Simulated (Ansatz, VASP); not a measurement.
**KTaO3 in VASP and in Ansatz**

```
K Ta O
1.0
     4.02438    0.00000    0.00000
     0.00000    4.02438    0.00000
     0.00000    0.00000    4.02438
K Ta O
1 1 3
Direct
  0.50000 0.50000 0.50000
  0.00000 0.00000 0.00000
  0.50000 0.00000 0.00000
  0.00000 0.50000 0.00000
  0.00000 0.00000 0.50000
```

Alike in both runs: task single point; functional PBE; k mesh 6 × 6 × 6; no spin polarisation.

```csv
,VASP,Ansatz
version,VASP 6.6.1,Ansatz 0.2.0
potentials or method,"VASP PAW PBE potentials, release 64 (K_sv, Ta_pv, O)","plane waves, PAW"
plane-wave cutoff (eV),520,420
occupations,"gaussian, width 0.01 eV",fixed
valence electrons in the cell,38,40
```

```tsv
	VASP	Ansatz	Ansatz less VASP
gap on the k mesh at the Fermi level (eV)	2.11	2.16	+0.046
pressure (GPa)	0.6	0.0	-0.58
```

The two sets of potentials don't hold the same shells in valence.

Caveats: spin-orbit coupling is left out, which moves the levels of the heavy elements. A k mesh can miss the band edges.
